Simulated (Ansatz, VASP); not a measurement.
One calculation of Pt, two programs

```
CELL_PARAMETERS angstrom
2.74395 0.00000 0.00000
-0.91465 2.58702 0.00000
0.00000 0.00000 24.96170
ATOMIC_POSITIONS crystal
Pt 0.00000 0.00000 0.32049
Pt 0.50000 0.50000 0.41025
Pt 0.00000 0.00000 0.50000
Pt 0.50000 0.50000 0.58975
Pt 0.00000 0.00000 0.67951
```

The slab is cut from a database's or a generator's crystal, which needn't be the stable form of the element.

Alike in both runs: task single point; functional LDA; k mesh 7 × 7 × 1; occupations gaussian, width 0.1 eV; no spin polarisation.

|  | VASP | Ansatz |
| --- | --- | --- |
| version | VASP 6.6.1 | Ansatz 0.2.0 |
| potentials or method | VASP PAW LDA potentials, release 64 (Pt) | plane waves, PAW |
| plane-wave cutoff (eV) | 520 | 420 |
| valence electrons in the cell | 50 | 90 |

```tsv
	VASP	Ansatz	Ansatz less VASP
gap on the k mesh at the Fermi level (eV)	none	none	-
rms of the force components (eV/Å)	0.265	0.273	+0.0081
```

Atom by atom the forces differ by 0.008 eV/Å (rms over components). A gap of «none» marks a metal or a gap that the smearing closes. The two sets of potentials don't hold the same shells in valence. Ansatz warned: «xc_potential_rough_in_thin_density».

Spin-orbit coupling is left out, which matters for the levels of Pt.
